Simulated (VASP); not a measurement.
Wanted: the native input for a VASP 6.6.1 run.

```
Task                   : single point
Functional             : LDA
Potentials or basis    : VASP PAW LDA potentials, release 64 (Sr_sv)
Cutoff                 : 520 eV
k mesh                 : 11 × 11 × 11
Occupations            : fermi-dirac, width 0.1 eV
Spin                   : no spin polarisation
Dipole correction      : no
Further INCAR settings : ALGO = Fast; EDIFF = 1e-06; NBANDS = 11
```

The structure of Sr lies in POSCAR:

```
Sr
1.0
   -2.3461849754      2.3461849754      2.3461849754
    2.3461849754     -2.3461849754      2.3461849754
    2.3461849754      2.3461849754     -2.3461849754
Sr
1
Direct
    0.0000000000      0.0000000000      0.0000000000
```

This isn't the form of Sr at room conditions, which is fcc.

These files were run (other wordings do the same):

INCAR

```
SYSTEM = Sr
ALGO = Fast
EDIFF = 1E-6
ENCUT = 520
GGA = CA
ISIF = 2
ISMEAR = -1
LASPH = .True.
LCHARG = .False.
LREAL = .False.
LWAVE = .False.
NBANDS = 11
NELM = 80
PREC = Accurate
SIGMA = 0.1
```

KPOINTS

```
k-points
0
Gamma
  11 11 11
  0 0 0
```

Potentials or basis: VASP PAW LDA potentials, release 64 (Sr_sv).

Launch:

```console
$ cat potpaw_LDA.64/Sr_sv/POTCAR > POTCAR
$ mpirun -np 1 vasp_std > vasp.out
```

Results of the run:

```json
{
  "Pressure": "-0.9 GPa",
  "Band gap on the k mesh": "none (metal or under the smearing width)"
}
```

Wall time 29 s on 1 thread of Intel(R) Xeon(R) Platinum 8375C CPU @ 2.90GHz (Ice Lake), with other jobs on the host, peak memory 0.16 GiB.
